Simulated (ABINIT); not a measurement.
**Cu: band structure with LDA**

Crystal: Cu.

```xyz
1
Lattice="0.0000 1.8075 1.8075 1.8075 0.0000 1.8075 1.8075 1.8075 0.0000" Properties=species:S:1:pos:R:3 pbc="T T T"
Cu    0.0000    0.0000    0.0000
```

* Program: ABINIT 10.8.3 (patched build)
* Task: band structure
* Functional: LDA
* Potentials or basis: PseudoDojo NC SR LDA v0.4 stringent
* Cutoff: 1524 eV
* k mesh: 13 × 13 × 13
* Occupations: fermi-dirac, width 0.05 eV
* Spin: no spin polarisation

* Pressure: -13.1 GPa
* Band gap on the k mesh: none (metal or under the smearing width)
* Valence electrons inside the program's atomic spheres: Cu 17.34 (radii [1.0584] Å)

Levels at the corners of the path, in eV from the Fermi level:
| point | band 7 | band 8 | band 9 | band 10 | band 11 | band 12 |
| --- | --- | --- | --- | --- | --- | --- |
| Γ | -3.20 | -3.20 | -2.34 | -2.34 | 22.57 | 24.94 |
| X | -1.78 | -1.63 | -1.63 | 1.24 | 6.91 | 12.76 |
| W | -3.72 | -2.39 | -1.63 | 5.98 | 5.98 | 8.19 |
| K | -2.94 | -2.21 | -1.83 | 4.11 | 5.52 | 7.58 |
| Γ | -3.20 | -3.20 | -2.34 | -2.34 | 22.57 | 24.94 |
| L | -3.23 | -1.77 | -1.77 | -1.22 | 3.53 | 21.06 |
| U | -2.94 | -2.21 | -1.83 | 4.11 | 5.52 | 7.58 |
| W | -3.72 | -2.39 | -1.63 | 5.98 | 5.98 | 8.19 |
| L | -3.23 | -1.77 | -1.77 | -1.22 | 3.53 | 21.06 |
| K | -2.94 | -2.21 | -1.83 | 4.11 | 5.52 | 7.58 |

Wall time 97 s on 1 thread of Intel(R) Xeon(R) Platinum 8488C (Sapphire Rapids) (shared host), peak memory 0.12 GiB.
